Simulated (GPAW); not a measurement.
# C (Fd-3m) in GPAW: notebook

One crystal, C, is run at these levels: r2SCAN-X; tasks: hybrid scf.

Everything below comes from runs of GPAW 26.7.0. Logs are shortened: lines on timing, memory, paths and dates and some standing lists are left out, and cuts for length are marked. The log counts tension as positive stress, the text compression.

## 1. The structure

Symmetry: Fd-3m, No. 227, cubic system. The conventional cell has a = 3.567 Å, b = 3.567 Å, c = 3.567 Å, α = 90.00°, β = 90.00°, γ = 90.00°. C (site symmetry -43m) is surrounded by 4 C at 1.54 Å.

This isn't the form of C at room conditions, which is graphite.

## 2. Hybrid scf, r2SCAN-X

run.py

```python
import numpy as np
from ase.dft.bandgap import bandgap
from ase.io import read, write
from gpaw import GPAW, PW
from gpaw.xc import parametrizedxc

class ScaledMGGA(parametrizedxc.ParametrizedKernel):
    """Weighted sum of Libxc meta-GGA parts, named like '0.75_MGGA_X_..+1.0_MGGA_C_..'."""
    def __init__(self, name):
        super().__init__(name)
        self.type = 'MGGA'

    def calculate(self, e_g, n_sg, dedn_sg, sigma_xg, dedsigma_xg, tau_sg, dedtau_sg):
        e_g[:] = dedsigma_xg[:] = dedtau_sg[:] = 0.0
        for kernel, c in zip(self.kernels, self.coefs):
            e, v, s, t = [np.zeros_like(x) for x in [e_g, dedn_sg, dedsigma_xg, dedtau_sg]]
            kernel.calculate(e, n_sg, v, sigma_xg, s, tau_sg, t)
            e_g += c * e
            dedn_sg += c * v
            dedsigma_xg += c * s
            dedtau_sg += c * t

parametrizedxc.ParametrizedKernel = ScaledMGGA

atoms = read('POSCAR')

calc = GPAW(mode=PW(550),
            xc={'name': '0.950_MGGA_X_R2SCAN+1.0_MGGA_C_R2SCAN', 'fraction': 0.05, 'omega': 0.0, 'backend': 'pw'},
            kpts={'size': (5, 5, 5), 'gamma': True},
            occupations={'name': 'fermi-dirac', 'width': 0.001},
            nbands=11,
            convergence={'density': 0.0001},
            maxiter=40,
            txt='gpaw.txt')
atoms.calc = calc
energy = atoms.get_potential_energy()
calc.write('gs.gpw')
write('result.traj', atoms)
print(f'Energy: {energy:.6f} eV')
print('Fermi level:', round(calc.get_fermi_level(), 4), 'eV')
print(f'Gap: {bandgap(calc)[0]:.4f} eV, direct: {bandgap(calc, direct=True)[0]:.4f} eV')
```

POSCAR

```
C
1.0
    0.0000000000      1.7833700000      1.7833700000
    1.7833700000      0.0000000000      1.7833700000
    1.7833700000      1.7833700000      0.0000000000
C
2
Direct
    0.7500000000      0.7500000000      0.7500000000
    0.5000000000      0.5000000000      0.5000000000
```

Potentials or basis: GPAW PAW data sets (gpaw-data 1.2.1), pw.

Started as:

```bash
$ OMP_NUM_THREADS=1 python run.py
```

gpaw.txt:

```text
__  _  _
 | _ |_)|_||  |
 |__||  | ||/\| - 26.7.0

Input parameters:
  mode=PW(ecut=550.0),
  convergence={'density': 0.0001},
  kpts=MonkhorstPack(size=(5, 5, 5), gamma=True),
  maxiter=40,
  nbands=11,
  occupations=Occupations(name='fermi-dirac', width=0.001),
  xc=XC(name='0.950_MGGA_X_R2SCAN+1.0_MGGA_C_R2SCAN', fraction=0.05, omega=0.0, backend='pw')

Diagonalizing LCAO Hamiltonian
Converting LCAO to pw mode

          C
       C

Atoms  # Å, Bohr magnetons
|   | symbol |        x |        y |        z |    initial magnetic moments |
|---|--------|----------|----------|----------|-----------------------------|
| 0 |      C | 2.675055 | 2.675055 | 2.675055 | ( 0.0000,  0.0000,  0.0000) |
| 1 |      C | 1.783370 | 1.783370 | 1.783370 | ( 0.0000,  0.0000,  0.0000) |

Unit cell  # Å
| periodic |        x |        y |        z |  lengths |    angles |
|----------|----------|----------|----------|----------|-----------|
|      yes | 0.000000 | 1.783370 | 1.783370 | 2.522066 | 60.000000 |
|      yes | 1.783370 | 0.000000 | 1.783370 | 2.522066 | 60.000000 |
|      yes | 1.783370 | 1.783370 | 0.000000 | 2.522066 | 60.000000 |

Number of symmetries: 24
Symmetry operations  # r_c * U_cc + t_c -> r_c
|    | kind |            matrix            |
|----|------|------------------------------|
|  0 |  E   |  1, 0, 0,  0, 1, 0,  0, 0, 1 |
|  1 |  σ   |  1, 0, 0,  0, 0, 1,  0, 1, 0 |
|  2 |  σ   |  1, 0,-1,  0, 1,-1,  0, 0,-1 |
|  3 |  C3  |  1, 0,-1,  0, 0,-1,  0, 1,-1 |
|  4 |  C3  |  1,-1, 0,  0,-1, 1,  0,-1, 0 |
|  5 |  σ   |  1,-1, 0,  0,-1, 0,  0,-1, 1 |
|  6 |  σ   |  0, 1, 0,  1, 0, 0,  0, 0, 1 |
|  7 |  C3  |  0, 1, 0,  0, 0, 1,  1, 0, 0 |
|  8 |  C2  |  0, 1,-1,  1, 0,-1,  0, 0,-1 |
|  9 |  S4  |  0, 1,-1,  0, 0,-1,  1, 0,-1 |
| 10 |  C3  |  0, 0, 1,  1, 0, 0,  0, 1, 0 |
| 11 |  σ   |  0, 0, 1,  0, 1, 0,  1, 0, 0 |
| 12 |  S4  |  0, 0,-1,  1, 0,-1,  0, 1,-1 |
| 13 |  C3  |  0, 0,-1,  0, 1,-1,  1, 0,-1 |
| 14 |  S4  |  0,-1, 1,  1,-1, 0,  0,-1, 0 |
| 15 |  C2  |  0,-1, 1,  0,-1, 0,  1,-1, 0 |
| 16 |  C3  |  0,-1, 0,  1,-1, 0,  0,-1, 1 |
| 17 |  S4  |  0,-1, 0,  0,-1, 1,  1,-1, 0 |
| 18 |  S4  | -1, 1, 0, -1, 0, 1, -1, 0, 0 |
| 19 |  C3  | -1, 1, 0, -1, 0, 0, -1, 0, 1 |
| 20 |  C3  | -1, 0, 1, -1, 1, 0, -1, 0, 0 |
| 21 |  S4  | -1, 0, 1, -1, 0, 0, -1, 1, 0 |
| 22 |  σ   | -1, 0, 0, -1, 1, 0, -1, 0, 1 |
| 23 |  C2  | -1, 0, 0, -1, 0, 1, -1, 1, 0 |

BZ-sampling:
  Number of BZ points: 125
  Number of IBZ points: 10

  Monkhorst-Pack size: [5, 5, 5]
  Monkhorst-Pack shift: [0, 0, 0]

K-points  # in reciprocal-cell coordinates
|   |                                coordinates |     weight |
|---|--------------------------------------------|------------|
| 0 | (  0.00000000,   0.00000000,   0.00000000) | 0.00800000 |
| 1 | (  0.20000000,   0.20000000,   0.00000000) | 0.04800000 |
| 2 | (  0.20000000,   0.20000000,   0.20000000) | 0.06400000 |
| 3 | (  0.40000000,   0.20000000,  -0.20000000) | 0.19200000 |
| 4 | (  0.40000000,   0.20000000,   0.20000000) | 0.09600000 |
| 5 | (  0.40000000,   0.40000000,  -0.40000000) | 0.19200000 |
| 6 | (  0.40000000,   0.40000000,  -0.20000000) | 0.09600000 |
| 7 | (  0.40000000,   0.40000000,   0.00000000) | 0.04800000 |
| 8 | (  0.40000000,   0.40000000,   0.20000000) | 0.19200000 |
| 9 | (  0.40000000,   0.40000000,   0.40000000) | 0.06400000 |

Plane wave coefficients: 343
Cutoff: 550.0 eV

Spin-components: 1 (collinear spins)
Bands:           11
Projectors:      10
Spin-degeneracy: 2
Datatype:        complex128

Parallelization:
  kpt:    1
  domain: 1
  band:   1

Density:
  Valence electrons: 8.0
  Components: 1
  Grid points: [14 14 14]
  Charge: 0.0  # |e|

Potential:
  Grid points: [14 14 14]

species:
  C:
    name:    Carbon
    Z:       6.0
    valence: 4
    core:    2
    charge:  0.0  # [|e|]
    compensation charges:
      type: gauss
      rc: 0.20  # [Å]
      lmax: 2
    cutoffs:
      filter: 1.14  # [Å]
      core: 1.14  # [Å]
    projectors
    | kind |    occ | energy [eV] | rcut [Å] |
    |------|--------|-------------|----------|
    |   2s |  2.000 |     -13.751 |    0.635 |
    |   2p |  2.000 |      -5.284 |    0.635 |
    |    s |        |      13.461 |    0.635 |
    |    p |        |      21.927 |    0.635 |
    |    d |        |       0.000 |    0.635 |

    Using partial waves for C as LCAO basis

Reference energy: -2055.256231  # eV

eigensolver:
  PPCG
  Converge bands: occupied
  niter=2

density mixing:
  MSR1-Mixer
  Pratt-step length: 0.05
  Maximum mixing coefficient: 0.75
  Old densities: 10
  SVD Regularization: 0.005
  Good broyden scale: 1.0
  Trust region scale: 1.0
  Backstep threshold: 4.0
  History deletion threshold: 6.0
  Fourier metric: weight=20.0, sigma=0.015

occupation numbers:
  Fermi-Dirac:
    width: 0.0010  # eV

poisson solver:
  ecut: 4400.0  # eV

xc functional:
  name: 0.950_MGGA_X_R2SCAN+1.0_MGGA_C_R2SCAN with 2 nearest neighbor stencil

convergence criteria:
- Maximum integral of absolute [dens]ity change: 0.0001 electrons / valence electron
- Maximum [total energy] change in last 3 cyles: 0.0005 eV / valence electron
- Maximum integral of absolute [eigenst]ate change: 4e-08 eV^2 / valence electron
maximum number of iterations: 40

IBZ(<points: 10, symmetries: 24>)
Occupied bands: 4
SCF iterations
|iter     | |      energy | eigst |  dens |
|---------|-|-------------|-------|-------|
|iter:   1| |  -32.891639 | +0.08 |       |
|iter:   2| |  -19.850847 | -1.28 | -0.79 |
|iter:   3| |  -19.701350 | -2.15 | -0.84 |
|iter:   4| |  -19.598383 | -2.41 | -1.12 |
|iter:   5| |  -19.591713 | -3.45 | -1.57 |
|iter:   6| |  -19.590869 | -3.36 | -1.86 |
|iter:   7| |  -19.590907c| -5.53 | -3.47 |
|iter:   8| |  -19.590908c| -7.04 | -3.88 |
|iter:   9| |  -19.590908c| -9.14c| -4.51c|

Converged in 9 steps
Energy contributions relative to reference atoms: (reference = -2055.256231)

Energy contributions:
  Kinetic:          14.174149
  Coulomb:         -13.243459
  Zero:              0.014355
  External:          0.000000
  Xc:               -6.316224
  Entropy:          -0.000000
  Spinorbit:         0.000000
  Hybrid_Xc_Cc:        -9.490692
  Hybrid_Xc_Vc:        -0.405064
  Hybrid_Xc_Vv:        -4.323973
  ----------------------------
  Free energy:     -19.590908
  Extrapolated:    -19.590908

dipole moment: (2.147405, 2.147405, 2.147405)  # |e|*Ang

Fermi level: 13.906
Eigenvalues  # (at kpt = [0.000, 0.000, 0.000])
| band index |      eig [eV] | occ [0-2] |
|------------|---------------|-----------|
|          0 |       -11.159 |     2.000 |
|          1 |        11.855 |     2.000 |
|          2 |        11.855 |     2.000 |
|          3 |        11.855 |     2.000 |
|          4 |        18.117 |     0.000 |
|          5 |        18.118 |     0.000 |
|          6 |        18.118 |     0.000 |
|          7 |        26.197 |     0.000 |
|          8 |        32.663 |     0.000 |
|          9 |        39.609 |     0.000 |
|         10 |        39.633 |     0.000 |

Gap: 4.742 eV
Transition (v -> c):
  (s=0, k=0, n=3, [0.00, 0.00, 0.00]) -> (s=0, k=7, n=4, [0.40, 0.40, 0.00])
Direct/indirect transitions are different
Direct gap: 6.262 eV
Transition at: (s=0, k=0, n=3, [0.00, 0.00, 0.00])
# Writing to gs.gpw (mode='')
```

It took 4.6 min on 1 thread of Arm Neoverse V2, shared host; peak memory 0.18 GiB.

Results:

- Free energy: -19.5909 eV
- Band gap on the k mesh: 4.74 eV, indirect (least direct gap 6.26 eV)

Levels at points of the mesh, in eV from the valence-band top:
```csv
k point,band 2,band 3,band 4,band 5,band 6,band 7
"(0.00, 0.00, 0.00)",0.00,0.00,0.00,6.26,6.26,6.26
```

Caveat: the k mesh is coarse (spacing up to 0.61 Å⁻¹), so the values aren't converged; the scaled meta-GGA exchange is a class typed in the script; an odd mesh through Γ misses points on the zone boundary, where band edges often lie.

## 3. Hybrid scf, r2SCAN-X

Changes to run.py since step 2:

```diff
@@ -30,3 +30,3 @@
 calc = GPAW(mode=PW(550),
-            xc={'name': '0.950_MGGA_X_R2SCAN+1.0_MGGA_C_R2SCAN', 'fraction': 0.05, 'omega': 0.0, 'backend': 'pw'},
+            xc={'name': '0.900_MGGA_X_R2SCAN+1.0_MGGA_C_R2SCAN', 'fraction': 0.1, 'omega': 0.0, 'backend': 'pw'},
             kpts={'size': (5, 5, 5), 'gamma': True},
```

POSCAR is that of step 2.

Potentials or basis: GPAW PAW data sets (gpaw-data 1.2.1), pw.

Started as:

```bash
$ OMP_NUM_THREADS=1 python run.py
```

gpaw.txt:

```text
__  _  _
 | _ |_)|_||  |
 |__||  | ||/\| - 26.7.0

Input parameters:
  mode=PW(ecut=550.0),
  convergence={'density': 0.0001},
  kpts=MonkhorstPack(size=(5, 5, 5), gamma=True),
  maxiter=40,
  nbands=11,
  occupations=Occupations(name='fermi-dirac', width=0.001),
  xc=XC(name='0.900_MGGA_X_R2SCAN+1.0_MGGA_C_R2SCAN', fraction=0.1, omega=0.0, backend='pw')

Diagonalizing LCAO Hamiltonian
Converting LCAO to pw mode

          C
       C

Atoms  # Å, Bohr magnetons
|   | symbol |        x |        y |        z |    initial magnetic moments |
|---|--------|----------|----------|----------|-----------------------------|
| 0 |      C | 2.675055 | 2.675055 | 2.675055 | ( 0.0000,  0.0000,  0.0000) |
| 1 |      C | 1.783370 | 1.783370 | 1.783370 | ( 0.0000,  0.0000,  0.0000) |

Unit cell  # Å
| periodic |        x |        y |        z |  lengths |    angles |
|----------|----------|----------|----------|----------|-----------|
|      yes | 0.000000 | 1.783370 | 1.783370 | 2.522066 | 60.000000 |
|      yes | 1.783370 | 0.000000 | 1.783370 | 2.522066 | 60.000000 |
|      yes | 1.783370 | 1.783370 | 0.000000 | 2.522066 | 60.000000 |

Number of symmetries: 24
Symmetry operations  # r_c * U_cc + t_c -> r_c
|    | kind |            matrix            |
|----|------|------------------------------|
|  0 |  E   |  1, 0, 0,  0, 1, 0,  0, 0, 1 |
|  1 |  σ   |  1, 0, 0,  0, 0, 1,  0, 1, 0 |
|  2 |  σ   |  1, 0,-1,  0, 1,-1,  0, 0,-1 |
|  3 |  C3  |  1, 0,-1,  0, 0,-1,  0, 1,-1 |
|  4 |  C3  |  1,-1, 0,  0,-1, 1,  0,-1, 0 |
|  5 |  σ   |  1,-1, 0,  0,-1, 0,  0,-1, 1 |
[... 113 lines left out ...]

xc functional:
  name: 0.900_MGGA_X_R2SCAN+1.0_MGGA_C_R2SCAN with 2 nearest neighbor stencil

convergence criteria:
- Maximum integral of absolute [dens]ity change: 0.0001 electrons / valence electron
- Maximum [total energy] change in last 3 cyles: 0.0005 eV / valence electron
- Maximum integral of absolute [eigenst]ate change: 4e-08 eV^2 / valence electron
maximum number of iterations: 40

IBZ(<points: 10, symmetries: 24>)
Occupied bands: 4
SCF iterations
|iter     | |      energy | eigst |  dens |
|---------|-|-------------|-------|-------|
|iter:   1| |  -47.146525 | +0.11 |       |
|iter:   2| |  -19.847744 | -1.15 | -0.78 |
|iter:   3| |  -19.694357 | -2.22 | -0.83 |
|iter:   4| |  -19.569499 | -2.35 | -1.08 |
|iter:   5| |  -19.559560 | -3.54 | -1.51 |
|iter:   6| |  -19.553689 | -3.12 | -1.70 |
|iter:   7| |  -19.553847 | -5.13 | -3.31 |
|iter:   8| |  -19.553849c| -6.78 | -3.78 |
|iter:   9| |  -19.553849c| -8.70c| -4.27c|

Converged in 9 steps
Energy contributions relative to reference atoms: (reference = -2055.256231)

Energy contributions:
  Kinetic:          13.720695
  Coulomb:         -12.817928
  Zero:              0.013287
  External:          0.000000
  Xc:                7.969071
  Entropy:          -0.000000
  Spinorbit:         0.000000
  Hybrid_Xc_Cc:       -18.981384
  Hybrid_Xc_Vc:        -0.808339
  Hybrid_Xc_Vv:        -8.649252
  ----------------------------
  Free energy:     -19.553849
  Extrapolated:    -19.553849

dipole moment: (2.149500, 2.149500, 2.149500)  # |e|*Ang

Fermi level: 13.906
Eigenvalues  # (at kpt = [0.000, 0.000, 0.000])
| band index |      eig [eV] | occ [0-2] |
|------------|---------------|-----------|
|          0 |       -11.683 |     2.000 |
|          1 |        11.664 |     2.000 |
|          2 |        11.664 |     2.000 |
|          3 |        11.664 |     2.000 |
|          4 |        18.322 |     0.000 |
|          5 |        18.322 |     0.000 |
|          6 |        18.322 |     0.000 |
|          7 |        26.497 |     0.000 |
|          8 |        32.861 |     0.000 |
|          9 |        39.860 |     0.000 |
|         10 |        39.869 |     0.000 |

Gap: 5.102 eV
Transition (v -> c):
  (s=0, k=0, n=3, [0.00, 0.00, 0.00]) -> (s=0, k=7, n=4, [0.40, 0.40, 0.00])
Direct/indirect transitions are different
Direct gap: 6.658 eV
Transition at: (s=0, k=0, n=3, [0.00, 0.00, 0.00])
# Writing to gs.gpw (mode='')
```

It took 4.6 min on 1 thread of Arm Neoverse V2, shared host; peak memory 0.18 GiB.

What came out:

```
Free energy            : -19.5538 eV
Band gap on the k mesh : 5.10 eV, indirect (least direct gap 6.66 eV)
```

Levels at points of the mesh, in eV from the valence-band top:
```csv
k point,band 1,band 2,band 3,band 4,band 5,band 6,band 7
"(0.00, 0.00, 0.00)",-23.35,0.00,0.00,0.00,6.66,6.66,6.66
```

Caveat: the k mesh is coarse (spacing up to 0.61 Å⁻¹), so the values aren't converged; the scaled meta-GGA exchange is a class typed in the script; an odd mesh through Γ misses points on the zone boundary, where band edges often lie.

(Part 1 of 3 ends here.)
